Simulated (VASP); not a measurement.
Wanted: the native input for a VASP 6.6.1 run.

* Task: single point
* Functional: PBE
* Potentials or basis: VASP PAW PBE potentials, release 64 (Nb_sv, P)
* Cutoff: 700 eV
* k mesh: 12 × 12 × 12
* Occupations: gaussian, width 0.1 eV
* Spin: no spin polarisation
* Further INCAR settings: ALGO = Normal; EDIFF = 1e-07; NBANDS = 26

The structure of NbP lies in POSCAR:

```
NbP
1.0
   -1.6749232500      1.6749232500      5.7401081800
    1.6749232500     -1.6749232500      5.7401081800
    1.6749232500      1.6749232500     -5.7401081800
Nb P
2 2
Direct
    0.7498808000      0.7498808000      0.0000000000
    0.4998808000      0.9998808000      0.5000000000
    0.3327477700      0.3327477700      0.0000000000
    0.0827477800      0.5827477800      0.5000000000
```

The cell is a database's computed one.

One way to write it, as run:

INCAR

```
SYSTEM = NbP
PREC = Accurate
ENCUT = 700
EDIFF = 1E-7
ISMEAR = 0
SIGMA = 0.1
LREAL = .False.
LASPH = .True.
NELM = 80
ALGO = Normal
ISIF = 2
LWAVE = .False.
LCHARG = .False.
GGA = PE
NBANDS = 26
```

KPOINTS

```
Automatic mesh
0
Gamma
  12 12 12
  0 0 0
```

Potentials or basis: VASP PAW PBE potentials, release 64 (Nb_sv, P).

Launch:

```sh
$ cat potpaw_PBE.64/Nb_sv/POTCAR potpaw_PBE.64/P/POTCAR > POTCAR
$ mpirun -np 1 vasp_std > vasp.out
```

Results of the run:

```json
{"Pressure": "-1.4 GPa", "Largest force": "0.015 eV/Å", "Band gap on the k mesh": "none (metal or under the smearing width)"}
```

Wall time 20 min on 1 thread of Intel(R) Xeon(R) Platinum 8259CL CPU @ 2.50GHz (Skylake/Cascade Lake), on a shared host, peak memory 0.61 GiB.
